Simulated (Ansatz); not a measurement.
# Quasi-harmonic thermodynamics of BeTe (F-43m), part 2 of 2

How much does BeTe expand with temperature?

What experiment has found for this phase:
- bulk modulus 67 GPa near room temperature (given in “High-Throughput Prediction of Finite-Temperature Properties using the Quasi-Harmonic Approximation”, 2016, arXiv:1603.06924)

Ansatz 0.2.0; DFT RPBE, scalar-relativistic, plane waves, PAW.

So far. Step 2 (Probe on a coarse mesh): The start is under 6.0 GPa at this level and looks like an insulator or semiconductor on this mesh.

The database entry behind the starting cell differs from later determinations by our own check (an axis about 1.5 % short against later determinations), so it need not match the best structure at ambient conditions.

## Step 5: Tight relaxation

The relaxation is repeated with tighter thresholds on force and stress, since phonons are sensitive to what is left; a change of mesh or smearing in the input moves the cell too.

Contents of input.yaml:

```yaml
crystal:
  lattice:
    - [0.0, 2.8581015414, 2.8581015414]
    - [2.8581015414, 0.0, 2.8581015414]
    - [2.8581015414, 2.8581015414, 0.0]
  atoms:
    - { symbol: Be, position: [0.0, 0.0, 0.0] }
    - { symbol: Te, position: [0.25, 0.25, 0.25] }
kpoints:
  mp_grid: { grid: [8, 8, 8] }
hamiltonian:
  xc: rpbe
scf:
  occupations: { method: fixed }
output:
  forces: true
  stress: true
  eigenvalues: true
relax:
  adjacent_minimum: "off"
  f_tol: 0.001
  max_steps: 60
  cell: { stress_tol: 0.01 }
```

Launch:

```console
> ansatz run input.yaml --threads 4 --pin off --max-ram 8192MiB --backend cpu --events-out ev --progress --plain --runs-dir out
```

Numbers of over 12 decimals in the logs are rounded to 6 here.

Log:

```text
[...]
Crystal: 2 atoms, lattice volume = 46.694 Å³
Basis set: ecut = 420 eV, 941 PW (Γ), exchange–correlation on 60×60×60 points (8 copies of the dense FFT grid, shifted against one another)
Bands: 13, of which v1, the nominal top of the filled ones, is band 9 counted from 1 (8 counted from 0)
Symmetry: 24 space group operations
[...]
k-points: 29 of 512 (time reversal used)
[...]
k-point 28: bands = [... 5 lower, -3.3636, 2.5145, 3.4790, 3.9427, 12.2816, 12.4487, 12.5977, 12.9420]
--- Relaxed structure (2 steps of the walk, 2 accepted, 1 SCFs on fresh bases) ---
[...]
cell:  # Å, volume = 46.7090 Å³
    - [0, 2.858404, 2.858404]
    - [2.858404, 0, 2.858404]
    - [2.858404, 2.858404, 0]
  atoms:
    - { symbol: Be, position: [0, 0, 0] }
    - { symbol: Te, position: [0.250000, 0.250000, 0.250000] }
[key lines of the parts left out:]
SCF converged after 5 iterations
Free energy (F): -7083.247007 eV
Fermi energy:    6.910934 eV
P = ⅓ Tr σ = -0.0048 GPa (-0.048 kbar)
```

Run time: 1.7 s. Hardware: 4 threads of Intel Xeon Platinum 8488C (Sapphire Rapids), shared host; peak memory 0.41 GiB.

Little changed from the start: no atom moved by 0.005 Å and no cell edge by 0.1 %.

This step gave:

```
pressure : -0.004752 GPa
```

The residual pressure is -0.0048 GPa, small enough for phonons.

## Step 6: Phonons on strained cells

Thermal expansion follows from how the free energy of the vibrations (and of the electrons in a metal) changes with strain, so the program makes strained cells, their phonons and a fit in one run.

input.yaml, the sections that differ from step 5:

```yaml
crystal:
  lattice:
    - [0.0, 2.8584041282, 2.8584041282]
    - [2.8584041282, 0.0, 2.8584041282]
    - [2.8584041282, 2.8584041282, 0.0]
  atoms:
    - { symbol: Be, position: [0.0, 0.0, 0.0] }
    - { symbol: Te, position: [0.25, 0.25, 0.25] }
output:
  eigenvalues: true
phonons:
  method: dfpt
  qmesh: [4, 4, 4]
  temperatures: { t_max: 800.0, t_step: 50 }
  thermal_expansion: {}
# kpoints, hamiltonian, scf: as in step 5
# relax: removed
```

Log:

```text
Warning: phonons: the dynamical matrix that this run interpolates holds no multipole term above the dipole-dipole one, and a site of this crystal is no centre of inversion, so its interpolated transverse optical and acoustic branches and sound speeds can stay off near Gamma, and the density of states and the thermodynamics with them. What a run solves at a wave vector of phonons.qpoints, Gamma apart, where the deck admits one, is free of this, and under fd what a larger phonons.supercell samples
[...]
Crystal: 2 atoms, lattice volume = 46.709 Å³
Basis set: ecut = 487.2 eV, 1139 PW (Γ), exchange–correlation on 60×60×60 points (8 copies of the dense FFT grid, shifted against one another)
Bands: 13, of which v1, the nominal top of the filled ones, is band 9 counted from 1 (8 counted from 0)
Symmetry: 24 space group operations
[...]
k-points: 29 of 512 (time reversal used)
[...]
SCF iter   1: F=—  HF=-7083.247678 eV  |F-HF|=—  |Δ(HF+E_count)|=         —  Δρ=1.51e-3  dr2=9.56e-4  ethr=1.77e-3  ⟨swp⟩=5.6  Hψ=2057  notcnv=0  defer=41
[...]
SCF iter   8: F=-7083.247991 eV  HF=-7083.247991 eV  |F-HF|=9.09e-13  |Δ(HF+E_count)|=  2.36e-10  Δρ=7.28e-8  dr2=4.72e-12  ethr=1.00e-12  ⟨swp⟩=7.0  Hψ=2409  notcnv=0
SCF 1 converged in 8 iterations: F = -7083.247991 eV  dr2 = 4.72e-12
[...]
relax step   1: F+E_penalty+E_count = -7083.24799083 eV  Δ(F+E_penalty+E_count) = +0.000e0 eV  max|allowed force component| = 1.214e-16 eV/Å  Δτ_max = 0.0000 Å  (8 SCF iters, accepted)
SCF converged after 8 iterations
Free energy (F): -7083.247991 eV
[...]
Internal energy: -7083.247991 eV  (E = F + TS)
E sigma→0 (E₀):  -7083.247991 eV
Fermi energy:    6.910883 eV
[...]
--- Stress (GPa, compression-positive) ---
       -0.005763      -0.000000       0.000000
        0.000000      -0.005763       0.000000
       -0.000000       0.000000      -0.005763
  P = ⅓ Tr σ = -0.0058 GPa (-0.058 kbar)
--- Band table (eV; the first three rows and the last of 29) ---
  k-point 0: bands = [... 5 lower, -5.0755, 6.9109, 6.9109, 6.9109, 10.5104, 10.5991, 10.5991, 10.5991]
  k-point 1: bands = [... 5 lower, -4.9376, 5.6650, 6.6958, 6.6958, 10.4298, 10.9214, 10.9214, 11.8450]
  k-point 2: bands = [... 5 lower, -4.5594, 3.7625, 6.2878, 6.2878, 10.1882, 11.4359, 11.4359, 13.7993]
  k-point 28: bands = [... 5 lower, -3.3638, 2.5145, 3.4789, 3.9426, 12.2815, 12.4484, 12.5974, 12.9419]
── thermal expansion: 3 new cells, 3 in all ──
thermal expansion: relaxation of cell 2
thermal expansion: relaxation of cell 3
── thermal expansion: 2 new cells, 5 in all ──
thermal expansion: relaxation of cell 4
thermal expansion: lower-state search of cell 4
thermal expansion: phonons of cell 4
thermal expansion: relaxation of cell 5
thermal expansion: phonons of cell 5
── thermal expansion: 5 new cells, 10 in all ──
thermal expansion: relaxation of cell 6
thermal expansion: relaxation of cell 7
thermal expansion: relaxation of cell 8
thermal expansion: relaxation of cell 9
thermal expansion: relaxation of cell 10
thermal expansion: phonons of cell 6
thermal expansion: phonons of cell 7
--- Relaxed structure (1 steps of the walk, 1 accepted, 0 SCFs on fresh bases) ---
  F+E_penalty+E_count = -7083.24799083 eV   max|allowed force component| = 1.214e-16 eV/Å
  atoms:
    - { symbol: Be, position: [0.0, 0.0, 0.0] }
    - { symbol: Te, position: [0.25, 0.25, 0.25] }
--- Thermal expansion: 10 cells in 3 rounds, 0 GPa ---
  no lower state was reached at cell 4
  without vibrations: a 4.04225, b 4.04225, c 4.04225 Å, V 46.7039 Å³, B 52.65 GPa
  at 0 K: a 4.05390, b 4.05390, c 4.05390 Å, V 47.1089 Å³, B 51.50 GPa
  zero-point expansion: a +0.288, b +0.288, c +0.288, V +0.867 %
      T/K        a/Å        b/Å        c/Å       V/Å³ | expansion of a, b, c, V (1e-6/K)   | that of V in the mean from 25 °C | C_P, C_V (J/mol K of the cell) | B_T, B_S (GPa)
     0.00    4.05390    4.05390    4.05390    47.1089 |    0.00    0.00    0.00    0.00 |   14.68 |     0.000     0.000 |    51.50    51.50
   100.00    4.05441    4.05441    4.05441    47.1267 |    3.06    3.06    3.06    9.17 |   20.19 |    22.749    22.737 |    51.35    51.37
   200.00    4.05651    4.05651    4.05651    47.2000 |    7.09    7.09    7.09   21.27 |   24.98 |    35.877    35.746 |    50.81    51.00
   298.15    4.05983    4.05983    4.05983    47.3160 |    9.33    9.33    9.33   28.00 |       - |    42.465    42.131 |    50.11    50.50
   350.00    4.06187    4.06187    4.06187    47.3875 |   10.05   10.05   10.05   30.14 |   29.15 |    44.442    43.991 |    49.71    50.22
   450.00    4.06616    4.06616    4.06616    47.5376 |   10.97   10.97   10.97   32.91 |   30.85 |    46.835    46.152 |    48.92    49.64
   550.00    4.07075    4.07075    4.07075    47.6990 |   11.59   11.59   11.59   34.77 |   32.14 |    48.257    47.339 |    48.10    49.04
   650.00    4.07558    4.07558    4.07558    47.8687 |   12.07   12.07   12.07   36.20 |   33.20 |    49.211    48.050 |    47.27    48.41
   750.00    4.08058    4.08058    4.08058    48.0453 |   12.48   12.48   12.48   37.43 |   34.11 |    49.918    48.507 |    46.43    47.78
   800.00    4.08315    4.08315    4.08315    48.1360 |   12.66   12.66   12.66   37.99 |   34.53 |    50.215    48.675 |    46.00    47.46
  the static fit leaves 0.001 meV an atom of the energies and, of the stresses, 0.000 GPa of each cell's largest along a strain (root mean squares over the cells), whose Pulay part it has at -0.006 GPa
  vibrations' free energy: its fit passes through its cells
  the electrons' free energy at temperature is not in it: every band gap is over 0.83 eV
  free energies summed between the sampled wave vectors
  estimated error of the fitted expansion in any direction: up to 0.033e-6/K, at 800 K, with few degrees of freedom (an estimate, not a bound: it was exceeded on models of known expansion)
  by sums over the sampled wave vectors an expansion of the volume parts by up to 0.59e-6/K
  by a static energy of one degree less an expansion of the volume parts by up to 0.02e-6/K
  band gaps on the cells' k-points are 2.120 to 2.332 eV
```

It took 5.9 min on 4 threads; peak memory 1.3 GiB.

This step gave:

| Item | Value |
| --- | --- |
| pressure | -0.005763 GPa |
| volume expansion coefficient at 298 K | 28.00 1e-6/K |
| C_P at 298 K | 21.23 J/mol-atom/K |
| entropy at 298 K | 27.35 J/mol-atom/K |
| isothermal bulk modulus at 298 K | 50.11 GPa |
| Grüneisen parameter at 298 K | 0.9489 |
| volume at 298 K | 23.66 Å³/atom |
| principal linear expansion coefficients at 298 K | 9.334, 9.334, 9.334 1e-6/K |

Strained cells of the study; zero-point energy where phonons were solved; the pressures are stresses at a fixed cutoff and can carry an offset from the finite basis. Expansion cells, by row:

| cell | \|a\| (Å) | \|b\| (Å) | \|c\| (Å) | V (Å³/atom) | E - E_lowest (meV/atom) | pressure, compression positive (GPa) | gap (eV) | zero-point energy (meV/atom) |
| --- | --- | --- | --- | --- | --- | --- | --- | --- |
| 1 | 4.042 | 4.042 | 4.042 | 23.35 | 0 | -0.012 | 2.193 | - |
| 2 | 4.075 | 4.075 | 4.075 | 23.92 | 2.176 | -1.21 | 2.249 | - |
| 3 | 4.01 | 4.01 | 4.01 | 22.8 | 2.206 | 1.308 | 2.135 | - |
| 4 | 4.043 | 4.043 | 4.043 | 23.36 | 0 | -0.016 | 2.193 | 50.06 |
| 5 | 4.063 | 4.063 | 4.063 | 23.71 | 0.871 | -0.78 | 2.229 | 49.07 |
| 6 | 4.079 | 4.079 | 4.079 | 24 | 2.817 | -1.369 | 2.257 | 48.28 |
| 7 | 4.098 | 4.098 | 4.098 | 24.33 | 6.254 | -1.991 | 2.287 | 47.4 |
| 8 | 4.002 | 4.002 | 4.002 | 22.67 | 3.46 | 1.655 | 2.12 | - |
| 9 | 4.022 | 4.022 | 4.022 | 23.01 | 0.844 | 0.795 | 2.157 | - |
| 10 | 4.126 | 4.126 | 4.126 | 24.83 | 13.84 | -2.859 | 2.332 | - |

Quasi-harmonic; a, b, c are the run's own cell vectors. Expansion, by row:

| T (K) | a (Å) | b (Å) | c (Å) | alpha (deg) | beta (deg) | gamma (deg) | cell volume (Å³/cell) | alpha_a (1e-6/K) | alpha_b (1e-6/K) | alpha_c (1e-6/K) | alpha_V (1e-6/K) | C_P (J/mol-atom/K) | C_V (J/mol-atom/K) | S (J/mol-atom/K) | B_T (GPa) | B_S (GPa) | Grueneisen | extrapolation | fit error (1e-6/K) |
| --- | --- | --- | --- | --- | --- | --- | --- | --- | --- | --- | --- | --- | --- | --- | --- | --- | --- | --- | --- |
| 0 | 4.054 | 4.054 | 4.054 | 60 | 60 | 60 | 47.11 | 0 | 0 | 0 | 0 | 0 | 0 | 0 | 51.5 | 51.5 | - | 0 | 0 |
| 50 | 4.054 | 4.054 | 4.054 | 60 | 60 | 60 | 47.11 | 1.24 | 1.24 | 1.24 | 3.72 | 6.392 | 6.392 | 3.258 | 51.47 | 51.48 | 0.425 | 0 | 0 |
| 100 | 4.054 | 4.054 | 4.054 | 60 | 60 | 60 | 47.13 | 3.06 | 3.06 | 3.06 | 9.17 | 11.38 | 11.37 | 9.404 | 51.35 | 51.37 | 0.587 | 0 | 0 |
| 150 | 4.055 | 4.055 | 4.055 | 60 | 60 | 60 | 47.16 | 5.24 | 5.24 | 5.24 | 15.71 | 15.08 | 15.05 | 14.74 | 51.12 | 51.21 | 0.758 | 0 | 0 |
| 200 | 4.057 | 4.057 | 4.057 | 60 | 60 | 60 | 47.2 | 7.09 | 7.09 | 7.09 | 21.27 | 17.94 | 17.87 | 19.49 | 50.81 | 51 | 0.859 | 0 | 0.01 |
| 250 | 4.058 | 4.058 | 4.058 | 60 | 60 | 60 | 47.26 | 8.42 | 8.42 | 8.42 | 25.27 | 19.92 | 19.8 | 23.72 | 50.46 | 50.76 | 0.916 | 0 | 0.01 |
| 298.1 | 4.06 | 4.06 | 4.06 | 60 | 60 | 60 | 47.32 | 9.33 | 9.33 | 9.33 | 28 | 21.23 | 21.07 | 27.35 | 50.11 | 50.5 | 0.949 | 0 | 0.01 |
| 300 | 4.06 | 4.06 | 4.06 | 60 | 60 | 60 | 47.32 | 9.36 | 9.36 | 9.36 | 28.09 | 21.27 | 21.11 | 27.48 | 50.09 | 50.49 | 0.95 | 0 | 0.01 |
| 350 | 4.062 | 4.062 | 4.062 | 60 | 60 | 60 | 47.39 | 10.05 | 10.05 | 10.05 | 30.14 | 22.22 | 22 | 30.84 | 49.71 | 50.22 | 0.972 | 0 | 0.01 |
| 400 | 4.064 | 4.064 | 4.064 | 60 | 60 | 60 | 47.46 | 10.56 | 10.56 | 10.56 | 31.69 | 22.91 | 22.62 | 33.85 | 49.32 | 49.93 | 0.987 | 0 | 0.01 |
| 450 | 4.066 | 4.066 | 4.066 | 60 | 60 | 60 | 47.54 | 10.97 | 10.97 | 10.97 | 32.91 | 23.42 | 23.08 | 36.58 | 48.92 | 49.64 | 0.999 | 0 | 0.01 |
| 500 | 4.068 | 4.068 | 4.068 | 60 | 60 | 60 | 47.62 | 11.31 | 11.31 | 11.31 | 33.92 | 23.81 | 23.41 | 39.07 | 48.51 | 49.34 | 1.008 | 0 | 0.01 |
| 550 | 4.071 | 4.071 | 4.071 | 60 | 60 | 60 | 47.7 | 11.59 | 11.59 | 11.59 | 34.77 | 24.13 | 23.67 | 41.35 | 48.1 | 49.04 | 1.015 | 0 | 0.01 |
| 600 | 4.073 | 4.073 | 4.073 | 60 | 60 | 60 | 47.78 | 11.84 | 11.84 | 11.84 | 35.52 | 24.39 | 23.87 | 43.46 | 47.69 | 48.73 | 1.021 | 0 | 0.01 |
| 650 | 4.076 | 4.076 | 4.076 | 60 | 60 | 60 | 47.87 | 12.07 | 12.07 | 12.07 | 36.2 | 24.61 | 24.02 | 45.42 | 47.27 | 48.41 | 1.027 | 0 | 0.01 |
| 700 | 4.078 | 4.078 | 4.078 | 60 | 60 | 60 | 47.96 | 12.28 | 12.28 | 12.28 | 36.83 | 24.79 | 24.15 | 47.25 | 46.85 | 48.1 | 1.032 | 0 | 0.02 |
| 750 | 4.081 | 4.081 | 4.081 | 60 | 60 | 60 | 48.05 | 12.48 | 12.48 | 12.48 | 37.43 | 24.96 | 24.25 | 48.97 | 46.43 | 47.78 | 1.037 | 0 | 0.02 |
| 800 | 4.083 | 4.083 | 4.083 | 60 | 60 | 60 | 48.14 | 12.66 | 12.66 | 12.66 | 37.99 | 25.11 | 24.34 | 50.59 | 46 | 47.46 | 1.041 | 0 | 0.03 |

Table of expansion coefficient by temperature; values in 1e-6/K:

| temperature (K) | volume | principal 1 |
| --- | --- | --- |
| 0 | 0 | 0 |
| 50 | 3.72 | 1.24 |
| 100 | 9.17 | 3.06 |
| 150 | 15.7 | 5.24 |
| 200 | 21.3 | 7.09 |
| 250 | 25.3 | 8.42 |
| 298 | 28 | 9.33 |
| 300 | 28.1 | 9.36 |
| 350 | 30.1 | 10.1 |
| 400 | 31.7 | 10.6 |
| 450 | 32.9 | 11.0 |
| 500 | 33.9 | 11.3 |
| 550 | 34.8 | 11.6 |
| 600 | 35.5 | 11.8 |
| 650 | 36.2 | 12.1 |
| 700 | 36.8 | 12.3 |
| 750 | 37.4 | 12.5 |
| 800 | 38.0 | 12.7 |

At 298 K the volume expansion is 28.0 × 10⁻⁶/K and B_T is 50.1 GPa. The program raised the cutoff to 487.2 eV by itself: with no cutoff typed, the study takes about 1.16 times the default for its relaxations and scales it with the volume for the phonons.

## Step 7: Summary of results

```
settings of these figures                        : RPBE, 487.2 eV, k 8×8×8, q 4×4×4
volume expansion coefficient at 298 K            : 28.00 1e-6/K
C_P at 298 K                                     : 21.23 J/mol-atom/K
entropy at 298 K                                 : 27.35 J/mol-atom/K
isothermal bulk modulus at 298 K                 : 50.11 GPa
Grüneisen parameter at 298 K                     : 0.9489
volume at 298 K                                  : 23.66 Å³/atom
principal linear expansion coefficients at 298 K : 9.334, 9.334, 9.334 1e-6/K
```

**Reading.** Near room temperature BeTe expands by 28.0 × 10⁻⁶/K in volume by RPBE, with C_P = 21.2 J/(mol K) per mole of atoms and B_T = 50.1 GPa. C_P at room temperature is 85 % of the classical 3R an atom, so the stiffest modes are still partly frozen out. A measured bulk modulus near room temperature is 67 GPa (arXiv:1603.06924); the calculated 50.1 GPa differs by -25 %. The table does not say whether its value is isothermal or adiabatic. The interpolation has no quadrupole term, so branches near the zone centre are less sure, since this crystal has sites that are not centres of inversion. The PAW files were made for PBE and are used here under another functional, for which the program regenerates the frozen cores. The cell of these runs is 10 % larger in volume than the database cell; frequencies and all that rests on them shift with it.

[Logs are printed without paths, hosts, clocks, repeated set-up lines and the standing remarks that a program may print on its own settings, such as how far it seeks lower states.]

[Hosts, paths, dates, database ids (printed as entryN), source tags and the programs' standing remarks are cut or masked in the printed files.]

[A step with changed settings may run another functional than the one named; its input shows which.]
